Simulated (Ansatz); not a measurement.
Crystal: Si2Ni.

```
CELL_PARAMETERS angstrom
0.00000 2.70300 2.70300
2.70300 0.00000 2.70300
2.70300 2.70300 0.00000
ATOMIC_POSITIONS crystal
Ni 0.00000 0.00000 0.00000
Si 0.75000 0.75000 0.75000
Si 0.25000 0.25000 0.25000
```

| Quantity | Value |
| --- | --- |
| Program | Ansatz 0.2.0 |
| Task | relaxation of cell and atoms |
| Functional | revPBE |
| Dispersion | D4 |
| Potentials or basis | Ansatz PAW |
| Cutoff | 420 eV (not typed: the program's choice for these potentials) |
| k mesh | 9 × 9 × 9 |
| Occupations | fermi-dirac, width 0.05 eV |
| Spin | collinear spin, ferromagnetic start |
| Starting moments | [1.0, 0.0, 0.0] μB |

At the start: volume 13.17 Å³/atom.

Q: How do energy, volume and symmetry change on relaxing?

A: It ends after 5 steps and the volume is 12.81 Å³/atom (-2.7 %); space group Fm-3m (No. 225, to 0.05 Å); moment 0.00 μB per cell.

The path:
```tsv
step	energy change (eV)	largest force (eV/Å)	volume (Å³)
1	0.0000	0.0000	39.50
2	-0.0111	0.0000	38.93
3	-0.0144	0.0000	38.41
4	-0.0144	0.0000	38.43
5	-0.0141	0.0000	38.43
```

Final structure:
```
Ni Si
1.0
     0.00000    2.67835    2.67835
     2.67835    0.00000    2.67835
     2.67835    2.67835    0.00000
Ni Si
1 2
Direct
  0.00000 0.00000 0.00000
  0.75000 0.75000 0.75000
  0.25000 0.25000 0.25000
```

Caveat: the plane-wave basis is chosen anew once the cell has moved, so the energies of steps on either side of that aren't comparable; pairwise dispersion overbinds metals, which lowers pressure and volume; the PAW data sets come from PBE, with cores solved anew for the run's functional, which leaves a small shift of forces and pressure; the starting moments weren't kept.
